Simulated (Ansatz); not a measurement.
Calculated with Ansatz (gas phase, PBE0-D4/def2-TZVP geometries, no zero-point term in ΔE). CBS: MP2 limit from def2 TZ/QZ plus the TZ coupled-cluster correction, frozen cores. Functionals use def2-TZVPP. B3LYP here is the variant with VWN-RPA as its local correlation; programs differ in this. HSE06 is defined as in plane-wave codes. Each species was taken in one conformer, which may not be the lowest.

Consider the substitution at a C–O bond: `CC(C)(C)OC=O` + `[SiH3]S` → `O=CS[SiH3]` + `CC(C)(C)O`.

| level | ΔE (kJ/mol) | difference from CCSD(T)/CBS |
| --- | --- | --- |
| LDA (SPW92) | 32.2 | 2.2 |
| BLYP-D4 | 25.3 | -4.7 |
| r2SCAN-D4 | 30.2 | 0.2 |
| B97M-V | 33.5 | 3.5 |
| PBE0-D4 | 30.1 | 0.1 |
| B3LYP-D4 | 31.1 | 1.1 |
| r2SCANh-D4 | 31.8 | 1.8 |
| r2SCAN0-D4 | 34.2 | 4.2 |
| HSE06-D4 | 29.6 | -0.4 |
| BHLYP-D4 | 38.4 | 8.4 |
| CAM-B3LYP-D4 | 39.1 | 9.1 |
| ωB97X-V | 38.3 | 8.3 |
| ωB97M-V | 34.6 | 4.6 |
| B2PLYP | 31.1 | 1.1 |
| PBE-QIDH | 33.2 | 3.2 |
| PBE | 22.3 | -7.7 |
| revPBE | 19.0 | -11.0 |
| BLYP | 23.8 | -6.2 |
| r2SCAN | 29.3 | -0.7 |
| PBE0 | 28.9 | -1.1 |
| B3LYP | 29.9 | -0.1 |
| r2SCAN0 | 33.4 | 3.4 |
| HSE06 | 28.5 | -1.5 |
| BHLYP | 38.2 | 8.2 |
| CAM-B3LYP | 37.9 | 7.9 |
| LC-ωPBE | 37.3 | 7.3 |
| HF/def2-SVP | 59.3 | 29.3 |
| MP2/def2-SVP | 43.1 | 13.1 |
| CCSD/def2-SVP | 47.1 | 17.1 |
| CCSD(T)/def2-SVP | 46.0 | 16.0 |
| HF/def2-TZVPP | 48.2 | 18.2 |
| SCS-MP2/def2-TZVPP | 32.5 | 2.5 |
| CCSD/def2-TZVPP | 36.6 | 6.6 |
| CCSD(T)/def2-TZVPP | 34.0 | 4.0 |
| HF/def2-QZVPP | 48.0 | 18.0 |
| MP2/def2-QZVPP | 28.3 | -1.7 |
| SCS-MP2/def2-QZVPP | 30.2 | 0.2 |
| HF/CBS(def2) | 48.0 | 18.0 |
| MP2/CBS(def2) | 26.7 | -3.3 |
| CCSD/CBS(def2) | 32.6 | 2.6 |
| CCSD(T)/CBS | 30.0 | 0 |

Largest T1 diagnostic among the species: 0.017.

At CCSD(T), def2-SVP lies +16.0 kJ/mol from the extrapolated value and def2-TZVPP +4.0 kJ/mol. From PBE to PBE0 (25 % exact exchange), in def2-TZVPP and without D4, ΔE moves by +6.6 kJ/mol. Leaving LDA and LC-ωPBE aside and taking each functional with its dispersion term where it has one, the values, not all of them listed here, spread over 17.7 kJ/mol, from revPBE-D4 to CAM-B3LYP-D4. LDA lies +9.9 kJ/mol from PBE without D4.

CCSD(T)/CBS has its own doubt, a few kJ/mol and more with outer-core shells, so smaller differences from it don't rank the levels.
